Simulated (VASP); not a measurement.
# Ag: intraband terms of a metal's spectrum

Ag, Im-3m (no. 229), 1 atom in the cell. PBE, independent-particle dielectric function; PAW potentials Ag (PBE set).

## Input

INCAR.step1:
```
  PREC = Accurate
  ENCUT = 290
  ISMEAR = 1
  SIGMA = 0.1
  EDIFF = 1E-7
  LASPH = T
  KPAR = 4
  LWAVE = F
  LCHARG = T
  LMAXMIX = 4
```

INCAR.step2:
```
  PREC = Accurate
  ENCUT = 290
  ISMEAR = 0
  SIGMA = 0.3
  EDIFF = 1E-6
  LASPH = T
  KPAR = 4
  LWAVE = T
  LCHARG = F
  LMAXMIX = 4
  ICHARG = 11
  NBANDS = 20
  NEDOS = 3000
  OMEGAMAX = 30
  CSHIFT = 0.1
```

INCAR.step3, as INCAR.step2 but for:
```
- LWAVE = T
+ LWAVE = F
+ LOPTICS = T
+ ALGO = None
+ NELM = 1
+ ISTART = 1
```

INCAR.step4, as INCAR.step3 but for:
```
+ WPLASMAI = 0.03
```

INCAR.step5 to INCAR.step6 change the same tag again: WPLASMAI = 0.1, 0.3.

INCAR.step7, as INCAR.step6 but for:
```
- WPLASMAI = 0.3
+ RTIME = 40
```

INCAR.step8, as INCAR.step7 but for:
```
- RTIME = 40
+ RTIME = 5
```

INCAR.step9, as INCAR.step8 but for:
```
- RTIME = 5
+ LNABLA = T
```

INCAR.step10, as INCAR.step9 but for:
```
- ISMEAR = 0
- LNABLA = T
+ ISMEAR = -5
```

KPOINTS.step1:
```
k-points
0
Gamma
  11 11 11
```

KPOINTS.step2:
```
k-points
0
Gamma
  23 23 23
```

POSCAR:
```
Ag
1.0
   -1.6556540000      1.6556540000      1.6556540000
    1.6556540000     -1.6556540000      1.6556540000
    1.6556540000      1.6556540000     -1.6556540000
Ag
1
Direct
    0.0000000000      0.0000000000      0.0000000000
```

Commands (each step's output is kept before the next begins):
```
cat potpaw_PBE.64/Ag/POTCAR > POTCAR
cp INCAR.step1 INCAR
cp KPOINTS.step1 KPOINTS
mpirun -np 4 vasp_std > vasp.out
cp INCAR.step2 INCAR
cp KPOINTS.step2 KPOINTS
mpirun -np 4 vasp_std > vasp.out
cp INCAR.step3 INCAR
mpirun -np 4 vasp_std > vasp.out
cp INCAR.step4 INCAR
mpirun -np 4 vasp_std > vasp.out
cp INCAR.step5 INCAR
mpirun -np 4 vasp_std > vasp.out
cp INCAR.step6 INCAR
mpirun -np 4 vasp_std > vasp.out
cp INCAR.step7 INCAR
mpirun -np 4 vasp_std > vasp.out
cp INCAR.step8 INCAR
mpirun -np 4 vasp_std > vasp.out
cp INCAR.step9 INCAR
mpirun -np 4 vasp_std > vasp.out
cp INCAR.step10 INCAR
mpirun -np 4 vasp_std > vasp.out
```

## Result

- Bands: 20

One ground state, settings moved in the last step alone:

| Settings | Plasma frequency (eV) | Im ε at 0.5 eV | Im ε at 1 eV | Im ε at 2 eV | Im ε at 4 eV | Time (s) |
|---|---|---|---|---|---|---|
| interband part alone | 8.54 | 0.0 | 0.0 | 0.1 | 4.1 | 9 |
| Drude term, WPLASMAI 0.03 | 8.54 | 17.5 | 2.2 | 0.4 | 4.1 | 9 |
| Drude term, WPLASMAI 0.1 | 8.54 | 56.2 | 7.3 | 1.1 | 4.2 | 8 |
| Drude term, WPLASMAI 0.3 | 8.54 | 128.8 | 20.1 | 2.8 | 4.4 | 8 |
| relaxation time RTIME 40 fs | 8.54 | 9.6 | 1.2 | 0.3 | 4.1 | 8 |
| relaxation time RTIME 5 fs | 8.54 | 71.9 | 9.5 | 1.3 | 4.2 | 9 |
| transversal form (LNABLA) | 8.61 | 0.0 | 0.0 | 0.1 | 3.9 | 8 |
| tetrahedron method | – | – | – | – | – | no result |

VASP 6.6.1 took 75 s on 4 cores (AMD EPYC 7R43 (Zen 3)), a shared host.
